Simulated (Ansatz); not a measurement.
# Infrared modes and screening in CaO (CsCl type)

Perturbation theory with PBEsol in Ansatz 0.2.0 on the PBEsol cell, ground state and force constants on an 8×8×8 mesh. (Calculated; spin-unpolarised; the phase may be known or hypothetical.)

Space group Pm-3m (No. 221), cubic; a = 2.888 Å in the conventional setting, 12.05 Å³ an atom. Around Ca lie 8 O at 2.50 Å; around O lie 8 Ca at 2.50 Å.

```xyz
2
Lattice="2.8883 0.0000 0.0000 0.0000 2.8883 0.0000 0.0000 0.0000 2.8883" Properties=species:S:1:pos:R:3 pbc="T T T"
Ca    0.0000    0.0000    0.0000
O     1.4441    1.4441    1.4441
```

Optical modes without the longitudinal term:
```csv
ω (cm⁻¹),degeneracy,"IR intensity, summed over the level ((D/Å)²/amu)"
136,3,39.49
```

The optical mode at Γ lies at 136 cm⁻¹ without the longitudinal term. With the long-range field the highest mode reaches 523 cm⁻¹.

The electronic dielectric tensor ε∞ is 4.58 in all directions. With the ions relaxed, ε⁰ is 68 in all directions. Born charges, averaged over directions: Ca +2.55, O -2.55 e.

With one polar mode in a cubic crystal the Lyddane-Sachs-Teller relation applies: (ω_LO/ω_TO)² = (522.5/135.9)² = 14.787, and ε⁰/ε∞ = 67.680/4.577 = 14.786. The refractive index √ε∞ is 2.14.

For comparison, on the r2SCAN cell the mean ε∞ is 4.13 with r2SCAN (ground state on 8×8×8; least gap 3.28 eV in its run on 8×8×8 and the special points), 4.52 with PBE (ground state on 8×8×8; least gap 2.77 eV in its run on 8×8×8 and the special points).
